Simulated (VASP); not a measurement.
# Lu (P6_3/mmc) in VASP: further runs

Runs on Lu. Level: PBE. Tasks: single point.

All numbers are computed with VASP 6.6.1; they aren't measurements. Logs are shortened: lines on timing, memory, paths and dates and some standing lists are left out, and cuts for length are marked.

### Step 1. The crystal as given

The structure is hexagonal, space group P6_3/mmc (No. 194). The conventional cell has a = 3.503 Å, b = 3.503 Å, c = 5.551 Å, α = 90.00°, β = 90.00°, γ = 120.00°. Lu (site symmetry -6m2) is surrounded by 12 Lu at 3.43 to 3.50 Å.

### Step 2. Single point, PBE

The input, INCAR:

```
SYSTEM = Lu
  PREC = Accurate
  ENCUT = 550
  EDIFF = 1E-4
  ISMEAR = 0
  SIGMA = 0.1
  LREAL = .False.
  LASPH = .True.
  NELM = 100
  ALGO = Normal
  ISIF = 2
  LWAVE = .False.
  LCHARG = .False.
  GGA = PE
  ADDGRID = .False.
```

The input, KPOINTS:

```
regular mesh
0
Gamma
  19 19 10
  0 0 0
```

The input, POSCAR:

```
Lu
1.0
    3.5031000000      0.0000000000      0.0000000000
   -1.7515500000      3.0337735920      0.0000000000
    0.0000000000      0.0000000000      5.5509000000
Lu
2
Direct
    0.6666666667      0.3333333333      0.7500000000
    0.3333333333      0.6666666667      0.2500000000
```

Potentials or basis: VASP PAW PBE potentials, release 64 (Lu_3), 4f in core.

Run with:

```
$ cat potpaw_PBE.64/Lu_3/POTCAR > POTCAR
$ mpirun -np 1 vasp_std > vasp.out
```

OUTCAR:

```text
SYSTEM = Lu
   PREC = Accurate
   ENCUT = 550
   EDIFF = 1E-4
   ISMEAR = 0
   LREAL = .False.
   LASPH = .True.
   NELM = 100
   ISIF = 2
   GGA = PE

 Found    240 irreducible k-points:

 Following reciprocal coordinates:
            Coordinates               Weight
  0.000000  0.000000  0.000000      1.000000
  0.052632  0.000000  0.000000      6.000000
  0.105263  0.000000  0.000000      6.000000
  0.157895 -0.000000  0.000000      6.000000
  0.210526 -0.000000  0.000000      6.000000
  0.263158 -0.000000  0.000000      6.000000
   k-points           NKPTS =    240   k-points in BZ     NKDIM =    240   number of bands    NBANDS=     13
   number of dos      NEDOS =    301   number of ions     NIONS =      2
   total plane-waves  NPLWV =  32928
   dimension x,y,z NGX =    28 NGY =   28 NGZ =   42
   dimension x,y,z NGXF=    56 NGYF=   56 NGZF=   84
   ions per type =               2
   NGX,Y,Z   is equivalent  to a cutoff of  13.29, 13.29, 12.58 a.u.
   NGXF,Y,Z  is equivalent  to a cutoff of  26.58, 26.58, 25.16 a.u.
 SYSTEM =  Lu
   PREC   = accura    normal or accurate (medium, high low for compatibility)
   ISTART =      0    job   : 0-new  1-cont  2-samecut
   ICHARG =      2    charge: 1-file 2-atom 10-const
   ISPIN  =      1    spin polarized calculation?
   LNONCOLLINEAR =      F non collinear calculations
   LSORBIT =      F    spin-orbit coupling
   LASPH  =      T    aspherical Exc in radial PAW
   ENCUT  =  550.0 eV  40.42 Ry    6.36 a.u.   6.70  6.70 10.61*2*pi/ulx,y,z
   NELM   =    100;   NELMIN=  2; NELMDL= -5     # of ELM steps
   EDIFF  = 0.1E-03   stopping-criterion for ELM
   LREAL  =      F    real-space projection
   EDIFFG = 0.1E-02   stopping-criterion for IOM
   NSW    =      0    number of steps for IOM
   IBRION =     -1    ionic relax: 0-MD 1-quasi-New 2-CG
   NFREE  =      0    steps in history (QN), initial steepest desc. (CG)
   ISIF   =      2    stress and relaxation
   ISYM   =      2    0-nonsym 1-usesym 2-fastsym
   POTIM  = 0.5000    time-step for ionic-motion
   TEBEG  =    0.0;   TEEND  =   0.0 temperature during run
   PSTRESS=    0.0 pullay stress
   NELECT =      18.0000    total number of electrons
   NUPDOWN=      -1.0000    fix difference up-down
   EMIN   =  10.00;   EMAX   =-10.00  energy-range for DOS
   EFERMI =   0.00;   METHOD = LEGACY
   ISMEAR =     0;   SIGMA  =   0.10  broadening in eV -4-tet -1-fermi 0-gaus
   EFERMI_NEDOS =   21; number of points for ismear=-14 and -15
   IALGO  =     38    algorithm
   IMIX   =      4    mixing-type and parameters
     AMIX     =   0.40;   BMIX     =  1.00
     AMIX_MAG =   1.60;   BMIX_MAG =  1.00
  volume/ion in A,a.u.               =      29.50       199.05
  Fermi-wavevector in a.u.,A,eV,Ry     =   1.102130  2.082723 16.526853  1.214689
  Thomas-Fermi vector in A             =   2.238568
   LORBIT       =      0    0 simple, 1 ext, 2 COOP (PROOUT), +10 PAW based schemes
   GGA     = PE    functional components
   LHFCALC =     F    Hartree Fock is set to
   AEXX    =    0.0000 exact exchange contribution
   IVDW    =     0    specifies the selected vdW correction
   LEPSILON=     F    determine dielectric tensor
   LRPA    =     F    only Hartree local field effects (RPA)
 non-spin polarized calculation
 Gauss-broadening in eV      SIGMA  =   0.10
  energy-cutoff  :      550.00
  volume of cell :       58.99
 maximum number of plane-waves:      1752
 NGX is ok and might be reduce to    28
   NGX = 13   NGY = 13   NGZ = 21

 number of electron      18.0000000 magnetization

 Free energy of the ion-electron system (eV)
  ---------------------------------------------------
  ext. energy  EPLUGINS =         0.00000000
  ---------------------------------------------------
  free energy    TOTEN  =        -8.91352119 eV

  energy without entropy =       -8.89518118  energy(sigma->0) =       -8.90435119

 E-fermi :   2.7780     XC(G=0):  -9.9079

 val. band max:        2.7746674384   @ k =   0.2632   0.2105   0.4000
 cond. band min:       2.7784182739   @ k =   0.3684   0.0526   0.2000
 fundamental gap:      0.0037508355
 Fermi energy:         2.7779870944

 k-point     1 :       0.0000    0.0000    0.0000
  band No.  band energies     occupation
      1     -24.2669      2.00000
      2     -23.8579      2.00000
      3     -23.8579      2.00000
      4     -23.7819      2.00000
      5     -23.7819      2.00000
      6     -23.7559      2.00000
      7      -3.2474      2.00000
      8       0.3408      2.00000
      9       3.3275      0.00000
     10       4.9929      0.00000
     11       4.9947      0.00000
     12       5.2875      0.00000
     13       5.6959      0.00000

 k-point     2 :       0.0526    0.0000    0.0000
  band No.  band energies     occupation
      1     -24.2626      2.00000
      2     -23.8668      2.00000
      3     -23.8609      2.00000
      4     -23.7914      2.00000
      5     -23.7831      2.00000
      6     -23.7579      2.00000
      7      -3.1810      2.00000
      8       0.4094      2.00000
      9       3.2811      0.00000
     10       4.7694      0.00000
     11       5.0562      0.00000
     12       5.4474      0.00000
     13       5.6046      0.00000

 k-point     3 :       0.1053    0.0000    0.0000
  band No.  band energies     occupation
      1     -24.2500      2.00000
      2     -23.8928      2.00000
      3     -23.8696      2.00000
      4     -23.8186      2.00000
      5     -23.7869      2.00000
      6     -23.7637      2.00000
      7      -2.9846      2.00000
      8       0.6094      2.00000
      9       3.1511      0.00000
     10       4.3918      0.00000
     11       5.2646      0.00000
     12       5.3580      0.00000
     13       5.9185      0.00000

 k-point     4 :       0.1579   -0.0000    0.0000
  band No.  band energies     occupation
      1     -24.2297      2.00000
      2     -23.9329      2.00000
      3     -23.8827      2.00000
      4     -23.8601      2.00000
      5     -23.7929      2.00000
      6     -23.7735      2.00000
      7      -2.6668      2.00000
      8       0.9204      2.00000
      9       2.9608      0.00974
     10       3.9736      0.00000
     11       5.0004      0.00000
     12       5.5556      0.00000
     13       5.6453      0.00000

 k-point     5 :       0.2105   -0.0000    0.0000
  band No.  band energies     occupation
      1     -24.2030      2.00000
      2     -23.9831      2.00000
      3     -23.9105      2.00000
      4     -23.8985      2.00000
      5     -23.8008      2.00000
      6     -23.7871      2.00000
      7      -2.2420      2.00000
      8       1.2982      2.00000
      9       2.7389      1.41949
     10       3.5667      0.00000
     11       4.6655      0.00000
     12       5.2601      0.00000
     13       5.5327      0.00000

 k-point     6 :       0.2632   -0.0000    0.0000
  band No.  band energies     occupation
      1     -24.1713      2.00000
      2     -24.0379      2.00000
      3     -23.9640      2.00000
      4     -23.9154      2.00000
      5     -23.8097      2.00000
      6     -23.8044      2.00000
      7      -1.7309      2.00000
      8       1.6526      2.00000
      9       2.5127      1.99982
     10       3.2170      0.00000
     11       4.4306      0.00000
     12       4.9561      0.00000
     13       5.2800      0.00000

 [... further k-points ...]

------------------------ aborting loop because EDIFF is reached ----------------------------------------

  FORCE on cell =-STRESS in cart. coord.  units (eV):
  Direction    XX          YY          ZZ          XY          YZ          ZX
  --------------------------------------------------------------------------------------
  -------------------------------------------------------------------------------------
  Total        0.1196843      0.1196843     -0.3276356      0.0000000     -0.0000000      0.0000000
  in kB        3.2504876      3.2504876     -8.8982080      0.0000000     -0.0000000      0.0000000
  external PRESSURE =      -0.7990776 kB  Pullay stress =       0.0000000 kB

 VOLUME and BASIS-vectors are now :
 -----------------------------------------------------------------------------
  energy-cutoff  :      550.00
  volume of cell :       58.99
      direct lattice vectors                 reciprocal lattice vectors
     3.503100000  0.000000000  0.000000000     0.285461448  0.164811244  0.000000000
    -1.751550000  3.033773592  0.000000000     0.000000000  0.329622488  0.000000000
     0.000000000  0.000000000  5.550900000     0.000000000  0.000000000  0.180150967

 POSITION                                       TOTAL-FORCE (eV/Angst)
 -----------------------------------------------------------------------------------
      1.75155      1.01126      4.16318        -0.000000     -0.000000      0.000000
     -0.00000      2.02252      1.38773         0.000000      0.000000      0.000000
 -----------------------------------------------------------------------------------
    total drift:                               -0.000000      0.000000     -0.000000

  FREE ENERGIE OF THE ION-ELECTRON SYSTEM (eV)
  ---------------------------------------------------
  free  energy   TOTEN  =        -8.9135211890 eV

  energy  without entropy=       -8.8951811828  energy(sigma->0) =       -8.90435119
```

Run time: 58 s. Hardware: 1 thread of Intel Xeon 6975P-C (Granite Rapids), shared host; peak memory 0.31 GiB.

The run converged, but some of its settings lie outside the range that counts as converged, so its numbers aren't taken as properties of the crystal.

Results:

| Property | Result |
| --- | --- |
| Free energy | -8.9135 eV |
| Pressure | -0.1 GPa |
| Band gap on the k mesh | none (metal or under the smearing width) |

### Step 3. Single point, PBE

INCAR is that of step 2.

KPOINTS is that of step 2.

The input, POSCAR:

```
Lu
1.0
    3.5031000000      0.0000000000      0.0000000000
   -1.7515500000      3.0337735920      0.0000000000
    0.0000000000      0.0000000000      5.5509000000
Lu
2
Direct
    0.6483880000      0.2977880000      0.7516770000
    0.3414390000      0.6668870000      0.2457360000
```

Potentials or basis: VASP PAW PBE potentials, release 64 (Lu_3), 4f in core.

Run with:

```
$ cat potpaw_PBE.64/Lu_3/POTCAR > POTCAR
$ mpirun -np 1 vasp_std > vasp.out
```

OUTCAR:

```text
SYSTEM = Lu
   PREC = Accurate
   ENCUT = 550
   EDIFF = 1E-4
   ISMEAR = 0
   LREAL = .False.
   LASPH = .True.
   NELM = 100
   ISIF = 2
   GGA = PE

 Found   1806 irreducible k-points:

 Following reciprocal coordinates:
            Coordinates               Weight
  0.000000  0.000000  0.000000      1.000000
  0.052632  0.000000  0.000000      2.000000
  0.000000  0.052632  0.000000      2.000000
 -0.052632  0.052632  0.000000      2.000000
  0.105263  0.000000  0.000000      2.000000
  0.000000  0.105263  0.000000      2.000000
   k-points           NKPTS =   1806   k-points in BZ     NKDIM =   1806   number of bands    NBANDS=     13
[... 175 lines left out ...]
  --------------------------------------------------------------------------------------
  -------------------------------------------------------------------------------------
  Total       -0.0443561      0.2043010     -0.2913934     -0.0341664     -0.0223231     -0.0046702
  in kB       -1.2046598      5.5485825     -7.9139103     -0.9279211     -0.6062692     -0.1268383
  external PRESSURE =      -1.1899959 kB  Pullay stress =       0.0000000 kB

 VOLUME and BASIS-vectors are now :
 -----------------------------------------------------------------------------
  energy-cutoff  :      550.00
  volume of cell :       58.99
      direct lattice vectors                 reciprocal lattice vectors
     3.503100000  0.000000000  0.000000000     0.285461448  0.164811244  0.000000000
    -1.751550000  3.033773592  0.000000000     0.000000000  0.329622488  0.000000000
     0.000000000  0.000000000  5.550900000     0.000000000  0.000000000  0.180150967

 POSITION                                       TOTAL-FORCE (eV/Angst)
 -----------------------------------------------------------------------------------
      1.74978      0.90342      4.17248         0.036620      0.164711     -0.138831
      0.02801      2.02318      1.36406        -0.036620     -0.164711      0.138831
 -----------------------------------------------------------------------------------
    total drift:                               -0.000000     -0.000001      0.000001

  FREE ENERGIE OF THE ION-ELECTRON SYSTEM (eV)
  ---------------------------------------------------
  free  energy   TOTEN  =        -8.9018807836 eV

  energy  without entropy=       -8.8835824868  energy(sigma->0) =       -8.89273164
```

OSZICAR:

```text
N       E                     dE             d eps       ncg     rms          rms(c)
DAV:   1     0.469446355205E+02    0.46945E+02   -0.89279E+03 81802   0.154E+03
DAV:   2    -0.643520069792E+01   -0.53380E+02   -0.52167E+02 80551   0.731E+02
DAV:   3    -0.879879870007E+01   -0.23636E+01   -0.22506E+01 84002   0.647E+01
DAV:   4    -0.890672948879E+01   -0.10793E+00   -0.10163E+00 87592   0.103E+01
DAV:   5    -0.891062906096E+01   -0.38996E-02   -0.38118E-02 80248   0.186E+00    0.252E+01
DAV:   6    -0.889572241239E+01    0.14907E-01   -0.41412E-02 81616   0.498E+00    0.150E+01
DAV:   7    -0.890198215085E+01   -0.62597E-02   -0.67923E-02 76447   0.575E+00    0.387E-01
DAV:   8    -0.890197075229E+01    0.11399E-04   -0.40977E-03 78287   0.982E-01    0.172E-01
DAV:   9    -0.890188078365E+01    0.89969E-04   -0.63722E-04 75680   0.416E-01
   1 F= -.89018808E+01 E0= -.88927316E+01  d E =-.182983E-01
```

Wall time 7.5 min (1 thread of Intel Xeon 6975P-C (Granite Rapids), shared host); peak memory 1.3 GiB.

The run converged, but some of its settings lie outside the range that counts as converged, so its numbers aren't taken as properties of the crystal.

What came out:

* Free energy: -8.9019 eV
* Pressure: -0.1 GPa
* Largest force: 0.219 eV/Å
* Band gap on the k mesh: none (metal or under the smearing width)

### Step 4. The reference run

An earlier run on the cell as given: functional PBE; potentials or basis VASP PAW PBE potentials, release 64 (Lu); cutoff 520 eV; k mesh 9 × 9 × 5; occupations fermi-dirac, width 0.05 eV; no spin polarisation.

* Pressure: -0.4 GPa
* Band gap on the k mesh: none (metal or under the smearing width)
